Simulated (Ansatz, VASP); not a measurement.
# Two plane-wave programs on AlN

Contents of INCAR:

```
PREC     = Accurate       # precision mode
ENCUT    = 520            # plane-wave cutoff, eV
EDIFF    = 1E-6           # SCF threshold, eV
ISMEAR   = 0              # smearing method
SIGMA    = 0.05           # smearing width, eV
LREAL    = False          # projectors in reciprocal space
LASPH    = True           # aspherical terms in the spheres
NELM     = 100            # most SCF steps
ALGO     = Normal         # electronic algorithm
ISIF     = 2              # what is computed and relaxed
LWAVE    = False          # write WAVECAR
LCHARG   = True           # write CHGCAR
GGA      = PE             # functional
LELF     = True           # ELF
LVHAR    = True         
NBANDS   = 16             # bands
```

KPOINTS

```
regular mesh
0
Gamma
  9 9 6
```

The input POSCAR:

```
AlN
1.0
    3.4792000000      0.0000000000      0.0000000000
   -1.7396000000      3.0130755848      0.0000000000
    0.0000000000      0.0000000000      4.1875902404
Al N
2 2
Direct
    0.3333333333      0.6666666667      0.7500000000
    0.6666666667      0.3333333333      0.2500000000
    0.3333333333      0.6666666667      0.2500000000
    0.6666666667      0.3333333333      0.7500000000
```

Input for Ansatz:

```yaml
crystal:
  lattice:
    - [3.4792, 0.0, 0.0]
    - [-1.7396, 3.0130755848, 0.0]
    - [0.0, 0.0, 4.1875902404]
  atoms:
    - { symbol: Al, position: [0.3333333333, 0.6666666667, 0.75] }
    - { symbol: Al, position: [0.6666666667, 0.3333333333, 0.25] }
    - { symbol: "N", position: [0.3333333333, 0.6666666667, 0.25] }
    - { symbol: "N", position: [0.6666666667, 0.3333333333, 0.75] }
basis:
  ecutwfc: 520.0
kpoints:
  mp_grid: { grid: [9, 9, 6] }
hamiltonian:
  xc: pbe
  pseudopotentials: { kind: paw, azcp: { folder: soft_1 } }
scf:
  occupations: { method: gaussian, width: 0.05 }
output:
  forces: true
  stress: true
  eigenvalues: true
```

Alike in both runs: task single point; functional PBE; k mesh 9 × 9 × 6; occupations gaussian, width 0.05 eV; no spin polarisation.

|  | VASP | Ansatz |
| --- | --- | --- |
| version | VASP 6.6.1 | Ansatz 0.2.0 |
| potentials or method | VASP PAW PBE potentials, release 64 (Al, N) | scalar-relativistic, plane waves, PAW |
| plane-wave cutoff (eV) | 520 | 520 |
| valence electrons in the cell | 16 | 16 |

Ansatz gave:

| Item | Value |
| --- | --- |
| gap on the k mesh at the Fermi level (eV) | 2.71 |
| least direct gap on the mesh (eV) | 2.71 |
| pressure (GPa) | -17.0 |
| largest component of the traceless stress (GPa) | 4.96 |

Q: What did VASP give for the same quantities?

A: gap on the k mesh at the Fermi level (eV): 2.72; least direct gap on the mesh (eV): 2.72; pressure (GPa): -17.2; largest component of the traceless stress (GPa): 5.05.

Caveats: so large a pressure means that the cell lies far from this level's equilibrium, or that cutoff or potentials fall short (VASP). PBE gaps usually lie below the measured ones, often by a third to a half.
